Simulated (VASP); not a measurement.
Bi:

```
Bi
1.0
     2.26750    1.30914    3.93800
    -2.26750    1.30914    3.93800
     0.00000   -2.61828    3.93800
Bi
2
Direct
  0.23400 0.23400 0.23400
  0.76600 0.76600 0.76600
```

- Program: VASP 6.6.1
- Task: relaxation of cell and atoms
- Functional: PBE
- Potentials or basis: VASP PAW PBE potentials, release 64 (Bi_d)
- Cutoff: 520 eV
- k mesh: 12 × 12 × 12
- Occupations: gaussian, width 0.1 eV
- Spin: no spin polarisation

At the start: pressure 2.2 GPa; volume 35.07 Å³/atom.

Q: How do energy, volume and symmetry change on relaxing?

A: Over 15 steps the energy falls by 11.0 meV/atom and the volume is 36.79 Å³/atom (+4.9 %); space group R-3m (No. 166, to 0.05 Å).

The path:
```tsv
step	energy change (eV)	largest force (eV/Å)	pressure (GPa)	volume (Å³)
1	0.0000	0.2310	2.16	70.14
2	-0.0139	0.1453	-1.10	75.04
3	-0.0211	0.0139	0.01	73.16
4	-0.0211	0.0207	-0.03	73.22
5	-0.0213	0.0224	-0.02	73.27
6	-0.0218	0.0314	-0.04	73.40
7	-0.0218	0.0330	0.00	73.43
8	-0.0218	0.0386	-0.01	73.49
9	-0.0218	0.0353	-0.03	73.45
10	-0.0219	0.0023	0.11	73.34
11	-0.0219	0.0130	0.10	73.37
12	-0.0220	0.0008	0.05	73.47
13	-0.0220	0.0051	0.10	73.52
14	-0.0220	0.0127	0.00	73.63
15	-0.0220	0.0058	0.03	73.57
```

Final structure:
```xyz
2
Lattice="2.2903 1.3223 4.0491 -2.2903 1.3223 4.0491 0.0000 -2.6446 4.0491" Properties=species:S:1:pos:R:3 pbc="T T T"
Bi    0.0000    0.0000    2.8398
Bi    0.0000    0.0000    9.3076
```
